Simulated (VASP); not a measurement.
# Si (Fd-3m) in VASP: notebook

Runs on Si. Level: r2SCAN. Tasks: single point.

Everything below comes from runs of VASP 6.6.1. Logs are shortened: lines on timing, memory, paths and dates and some standing lists are left out, and cuts for length are marked.

### 1 Starting point

It takes space group Fd-3m (No. 227, cubic). Conventional cell: a = 5.444 Å, b = 5.444 Å, c = 5.444 Å, α = 90.00°, β = 90.00°, γ = 90.00°. Si (site symmetry -43m) is surrounded by 4 Si at 2.36 Å.

### 2 Single point, r2SCAN

POSCAR reads:

```
Si
1.0
    0.0000000000      2.7221004576      2.7221004576
    2.7221004576      0.0000000000      2.7221004576
    2.7221004576      2.7221004576      0.0000000000
Si
2
Direct
    0.5000000000      0.5000000000      0.5000000000
    0.7500000000      0.7500000000      0.7500000000
```

INCAR.step1 reads:

```
SYSTEM = Si
  PREC = Accurate
  ENCUT = 520
  ISMEAR = -1
  SIGMA = 0.05
  LREAL = .FALSE.
  LASPH = .TRUE.
  NELM = 100
  NBANDS = 11
  GGA = PE
  ALGO = Normal
  EDIFF = 1E-4
  LWAVE = .TRUE.
  LCHARG = .FALSE.
```

INCAR.step2 reads:

```
SYSTEM = Si
  PREC = Accurate
  ENCUT = 520
  EDIFF = 1E-6
  ISMEAR = -1
  SIGMA = 0.05
  LREAL = .FALSE.
  LASPH = .TRUE.
  NELM = 100
  ALGO = Normal
  ISIF = 2
  LWAVE = .FALSE.
  LCHARG = .FALSE.
  METAGGA = R2SCAN
  LMIXTAU = .TRUE.
  NBANDS = 11
  ISTART = 1
```

KPOINTS reads:

```
Automatic mesh
0
G
  11 11 11
  0 0 0
```

Potentials or basis: VASP PAW PBE potentials, release 64 (Si).

Run with:

```console
> cat potpaw_PBE.64/Si/POTCAR > POTCAR
> cp INCAR.step1 INCAR
> mpirun -np 1 vasp_std > vasp.out
> cp INCAR.step2 INCAR
> mpirun -np 1 vasp_std > vasp.out
```

OUTCAR:

```text
SYSTEM = Si
   PREC = Accurate
   ENCUT = 520
   EDIFF = 1E-6
   ISMEAR = -1
   LREAL = .FALSE.
   LASPH = .TRUE.
   NELM = 100
   ISIF = 2
   METAGGA = R2SCAN
   ISTART = 1

 ion  position               nearest neighbor table
   1  0.500  0.500  0.500-   2 2.36   2 2.36   2 2.36   2 2.36
   2  0.750  0.750  0.750-   1 2.36   1 2.36   1 2.36   1 2.36

  LATTYP: Found a face centered cubic cell.
 ALAT       =     5.4442009152

  Lattice vectors:

 A1 = (   0.0000000000,   2.7221004576,   2.7221004576)
 A2 = (   2.7221004576,   0.0000000000,   2.7221004576)
 A3 = (   2.7221004576,   2.7221004576,   0.0000000000)

Analysis of symmetry for initial positions (statically):
=====================================================================
 Subroutine PRICEL returns:
 Original cell was already a primitive cell.

 Routine SETGRP: Setting up the symmetry group for a
 face centered cubic supercell.

 Subroutine GETGRP returns: Found 48 space group operations
 (whereof 24 operations were pure point group operations)
 out of a pool of 48 trial point group operations.

The static configuration has the point symmetry T_d .
 The point group associated with its full space group is O_h .

Analysis of symmetry for dynamics (positions and initial velocities):
=====================================================================
 Subroutine PRICEL returns:
 Original cell was already a primitive cell.

 Routine SETGRP: Setting up the symmetry group for a
 face centered cubic supercell.

 Subroutine GETGRP returns: Found 48 space group operations
 (whereof 24 operations were pure point group operations)
 out of a pool of 48 trial point group operations.

The dynamic configuration has the point symmetry T_d .
 The point group associated with its full space group is O_h .

 Subroutine INISYM returns: Found 48 space group operations
 (whereof 24 operations are pure point group operations),
 and found     1 'primitive' translations

----------------------------------------------------------------------------------------

                                     Primitive cell

  volume of cell :      40.3406

  direct lattice vectors                    reciprocal lattice vectors
     0.000000000  2.722100458  2.722100458    -0.183681685  0.183681685  0.183681685
     2.722100458  0.000000000  2.722100458     0.183681685 -0.183681685  0.183681685
     2.722100458  2.722100458  0.000000000     0.183681685  0.183681685 -0.183681685

  length of vectors
     3.849631385  3.849631385  3.849631385     0.318146012  0.318146012  0.318146012

  position of ions in fractional coordinates (direct lattice)
     0.500000000  0.500000000  0.500000000
     0.750000000  0.750000000  0.750000000

  ion indices of the primitive-cell ions
   primitive index   ion index
                 1           1
                 2           2

----------------------------------------------------------------------------------------

 KPOINTS: Automatic mesh

Automatic generation of k-mesh.
 Grid dimensions read from file:
 generate k-points for:   11   11   11

 Generating k-lattice:

  Cartesian coordinates                     Fractional coordinates (reciprocal lattice)
    -0.016698335  0.016698335  0.016698335     0.090909091  0.000000000  0.000000000
     0.016698335 -0.016698335  0.016698335     0.000000000  0.090909091  0.000000000
     0.016698335  0.016698335 -0.016698335     0.000000000  0.000000000  0.090909091

  Length of vectors
     0.028922365  0.028922365  0.028922365

  Shift w.r.t. Gamma in fractional coordinates (k-lattice)
     0.000000000  0.000000000  0.000000000

 Subroutine IBZKPT returns following result:
 ===========================================

 Found     56 irreducible k-points:

 Following reciprocal coordinates:
            Coordinates               Weight
  0.000000  0.000000  0.000000      1.000000
  0.090909  0.000000  0.000000      8.000000
  0.181818  0.000000  0.000000      8.000000
  0.272727  0.000000  0.000000      8.000000
  0.363636  0.000000  0.000000      8.000000
  0.454545  0.000000  0.000000      8.000000
[... 16 lines left out ...]
 -0.272727  0.181818  0.000000     24.000000
 -0.181818  0.181818  0.000000     12.000000
 [... further k-points ...]
   k-points           NKPTS =     56   k-points in BZ     NKDIM =     56   number of bands    NBANDS=     11
   number of dos      NEDOS =    301   number of ions     NIONS =      2
   total plane-waves  NPLWV =  27000
   dimension x,y,z NGX =    30 NGY =   30 NGZ =   30
   dimension x,y,z NGXF=    60 NGYF=   60 NGZF=   60
   ions per type =               2
   NGX,Y,Z   is equivalent  to a cutoff of  12.96, 12.96, 12.96 a.u.
   NGXF,Y,Z  is equivalent  to a cutoff of  25.91, 25.91, 25.91 a.u.
 SYSTEM =  Si
   PREC   = accura    normal or accurate (medium, high low for compatibility)
   ISTART =      1    job   : 0-new  1-cont  2-samecut
   ICHARG =      0    charge: 1-file 2-atom 10-const
   ISPIN  =      1    spin polarized calculation?
   LNONCOLLINEAR =      F non collinear calculations
   LSORBIT =      F    spin-orbit coupling
   LASPH  =      T    aspherical Exc in radial PAW
   ENCUT  =  520.0 eV  38.22 Ry    6.18 a.u.   7.16  7.16  7.16*2*pi/ulx,y,z
   NELM   =    100;   NELMIN=  2; NELMDL=  0     # of ELM steps
   EDIFF  = 0.1E-05   stopping-criterion for ELM
   LREAL  =      F    real-space projection
   EDIFFG = 0.1E-04   stopping-criterion for IOM
   NSW    =      0    number of steps for IOM
   IBRION =     -1    ionic relax: 0-MD 1-quasi-New 2-CG
   NFREE  =      0    steps in history (QN), initial steepest desc. (CG)
   ISIF   =      2    stress and relaxation
   ISYM   =      2    0-nonsym 1-usesym 2-fastsym
   POTIM  = 0.5000    time-step for ionic-motion
   TEBEG  =    0.0;   TEEND  =   0.0 temperature during run
   PSTRESS=    0.0 pullay stress
   NELECT =       8.0000    total number of electrons
   NUPDOWN=      -1.0000    fix difference up-down
   EMIN   =  10.00;   EMAX   =-10.00  energy-range for DOS
   EFERMI =   0.00;   METHOD = LEGACY
   ISMEAR =    -1;   SIGMA  =   0.05  broadening in eV -4-tet -1-fermi 0-gaus
   EFERMI_NEDOS =   21; number of points for ismear=-14 and -15
   IALGO  =     38    algorithm
   IMIX   =      4    mixing-type and parameters
     AMIX     =   0.40;   BMIX     =  1.00
     AMIX_MAG =   1.60;   BMIX_MAG =  1.00
  volume/ion in A,a.u.               =      20.17       136.12
  Fermi-wavevector in a.u.,A,eV,Ry     =   0.954679  1.804082 12.400512  0.911412
  Thomas-Fermi vector in A             =   2.083448
   LORBIT       =      0    0 simple, 1 ext, 2 COOP (PROOUT), +10 PAW based schemes
   METAGGA = R2SCAN    functional components
   LHFCALC =     F    Hartree Fock is set to
   AEXX    =    0.0000 exact exchange contribution
   IVDW    =     0    specifies the selected vdW correction
   LEPSILON=     F    determine dielectric tensor
   LRPA    =     F    only Hartree local field effects (RPA)
 non-spin polarized calculation
  energy-cutoff  :      520.00
  volume of cell :       40.34
 maximum number of plane-waves:      1099
 NGX is ok and might be reduce to    30
   NGX = 15   NGY = 15   NGZ = 15

 number of electron       8.0000001 magnetization

 Free energy of the ion-electron system (eV)
  ---------------------------------------------------
  ext. energy  EPLUGINS =         0.00000000
  ---------------------------------------------------
  free energy    TOTEN  =       -17.55016232 eV

  energy without entropy =      -17.55015968  energy(sigma->0) =      -17.55016100

 E-fermi :   6.0481     XC(G=0):  -9.8254

 val. band max:        5.6621616856   @ k =   0.0000   0.0000   0.0000
 cond. band min:       6.4760168326   @ k =   0.4545   0.4545   0.0000
 fundamental gap:      0.8138551469
 Fermi energy:         6.0480592976

 k-point     1 :       0.0000    0.0000    0.0000
  band No.  band energies     occupation
      1      -6.8111      2.00000
      2       5.6622      1.99911
      3       5.6622      1.99911
      4       5.6622      1.99911
      5       8.4173      0.00000
      6       8.4173      0.00000
      7       8.4173      0.00000
      8       9.5594      0.00000
      9      13.7854      0.00000
     10      13.7854      0.00000
     11      14.3313      0.00000

 k-point     2 :       0.0909    0.0000    0.0000
  band No.  band energies     occupation
      1      -6.6979      2.00000
      2       4.6603      2.00000
      3       5.4864      1.99997
      4       5.4864      1.99997
      5       8.5112      0.00000
      6       8.6769      0.00000
      7       8.6769      0.00000
      8      10.3029      0.00000
      9      13.4817      0.00000
     10      13.4817      0.00000
     11      14.7837      0.00000

 k-point     3 :       0.1818    0.0000    0.0000
  band No.  band energies     occupation
      1      -6.3625      2.00000
      2       2.9197      2.00000
      3       5.1269      2.00000
      4       5.1269      2.00000
      5       8.2572      0.00000
      6       9.1780      0.00000
      7       9.1781      0.00000
      8      11.9180      0.00000
      9      13.1328      0.00000
     10      13.1328      0.00000
     11      15.5098      0.00000

 k-point     4 :       0.2727    0.0000    0.0000
  band No.  band energies     occupation
      1      -5.8225      2.00000
      2       1.1860      2.00000
      3       4.7840      2.00000
      4       4.7840      2.00000
      5       7.9265      0.00000
      6       9.4438      0.00000
      7       9.4438      0.00000
      8      13.4486      0.00000
      9      13.4486      0.00000
     10      13.5258      0.00000
     11      15.2697      0.00000
[... 239 lines left out ...]
 k-point    22 :      -0.3636    0.1818    0.0000
  band No.  band energies     occupation
      1      -4.2875      2.00000
      2      -0.9659      2.00000
      3       2.3039      2.00000
      4       4.0931      2.00000
      5       8.2191      0.00000
      6      10.3395      0.00000
      7      10.4420      0.00000
      8      13.9319      0.00000
      9      13.9701      0.00000
     10      14.9229      0.00000
     11      17.7768      0.00000

 k-point    23 :      -0.2727    0.1818    0.0000
  band No.  band energies     occupation
      1      -4.9905      2.00000
      2       0.2058      2.00000
      3       2.3857      2.00000
      4       4.4999      2.00000
      5       8.6066      0.00000
      6      10.1885      0.00000
      7      10.3781      0.00000
      8      12.5216      0.00000
      9      12.6004      0.00000
     10      16.4691      0.00000
     11      18.3287      0.00000

 k-point    24 :      -0.1818    0.1818    0.0000
  band No.  band energies     occupation
      1      -5.6360      2.00000
      2       1.4570      2.00000
      3       2.8844      2.00000
      4       4.9354      2.00000
      5       8.9544      0.00000
      6       9.6707      0.00000
      7      10.0408      0.00000
      8      11.8098      0.00000
      9      12.1358      0.00000
     10      16.3199      0.00000
     11      17.0597      0.00000

 [... further k-points ...]
[... 5 lines left out ...]
  --------------------------------------------------------------------------------------
  -------------------------------------------------------------------------------------
  Total       -0.0593365     -0.0593365     -0.0593365      0.0000000      0.0000000      0.0000000
  in kB       -2.3566216     -2.3566216     -2.3566216      0.0000000      0.0000000      0.0000000
  external PRESSURE =      -2.3566216 kB  Pullay stress =       0.0000000 kB

 VOLUME and BASIS-vectors are now :
 -----------------------------------------------------------------------------
  energy-cutoff  :      520.00
  volume of cell :       40.34
      direct lattice vectors                 reciprocal lattice vectors
     0.000000000  2.722100458  2.722100458    -0.183681685  0.183681685  0.183681685
     2.722100458  0.000000000  2.722100458     0.183681685 -0.183681685  0.183681685
     2.722100458  2.722100458  0.000000000     0.183681685  0.183681685 -0.183681685

 POSITION                                       TOTAL-FORCE (eV/Angst)
 -----------------------------------------------------------------------------------
      2.72210      2.72210      2.72210         0.000000      0.000000      0.000000
      4.08315      4.08315      4.08315        -0.000000     -0.000000     -0.000000
 -----------------------------------------------------------------------------------
    total drift:                                0.000000     -0.000000     -0.000000

  FREE ENERGIE OF THE ION-ELECTRON SYSTEM (eV)
  ---------------------------------------------------
  free  energy   TOTEN  =       -17.5501623206 eV

  energy  without entropy=      -17.5501596829  energy(sigma->0) =      -17.55016100
```

Run time: 48 s. Hardware: 1 thread of Intel Xeon 6975P-C (Granite Rapids), shared host; peak memory 0.16 GiB.

What came out:

```
Free energy            : -17.5502 eV
Pressure               : -0.2 GPa
Band gap on the k mesh : 0.81 eV, indirect (least direct gap 2.76 eV)
```

Levels at points of the mesh, in eV from the valence-band top:
```
           k point  band 2  band 3  band 4  band 5  band 6  band 7
(0.00, 0.00, 0.00)    0.00    0.00    0.00    2.76    2.76    2.76
```

Caveat: the PAW data sets were made with another functional, which shifts forces and pressure a little; an odd mesh through Γ misses points on the zone boundary, where band edges often lie.

### 3 Single point, r2SCAN

POSCAR is that of step 2.

INCAR.step1 reads:

```
ALGO = Normal
EDIFF = 1E-4
ENCUT = 520
GGA = PE
ISMEAR = -1
LASPH = True
LCHARG = False
LREAL = False
LWAVE = True
NBANDS = 11
NELM = 100
PREC = Accurate
SIGMA = 0.05
```

INCAR.step2 reads:

```
ALGO = Normal
EDIFF = 1E-6
ENCUT = 520
ISIF = 2
ISMEAR = -1
ISTART = 1
LASPH = True
LCHARG = False
LMIXTAU = True
LREAL = False
LWAVE = False
METAGGA = R2SCAN
NBANDS = 11
NELM = 100
PREC = Accurate
SIGMA = 0.05
```

KPOINTS reads:

```
k-points
0
Gamma
  11 11 11
```

Potentials or basis: VASP PAW PBE potentials, release 64 (Si).

Run with:

```console
> cat potpaw_PBE.64/Si/POTCAR > POTCAR
> cp INCAR.step1 INCAR
> mpirun -np 1 vasp_std > vasp.out
> cp INCAR.step2 INCAR
> mpirun -np 1 vasp_std > vasp.out
```

It took 46 s on 1 thread of Intel Xeon 6975P-C (Granite Rapids), shared host; peak memory 0.16 GiB.

It converged, with:

* Free energy: -17.5502 eV
* Pressure: -0.2 GPa
* Band gap on the k mesh: 0.81 eV, indirect (least direct gap 2.76 eV)

Levels at points of the mesh, in eV from the valence-band top:
| k point | band 2 | band 3 | band 4 | band 5 | band 6 | band 7 |
| --- | --- | --- | --- | --- | --- | --- |
| (0.00, 0.00, 0.00) | 0.00 | 0.00 | 0.00 | 2.76 | 2.76 | 2.76 |

Caveat: the PAW data sets were made with another functional, which shifts forces and pressure a little; an odd mesh through Γ misses points on the zone boundary, where band edges often lie.
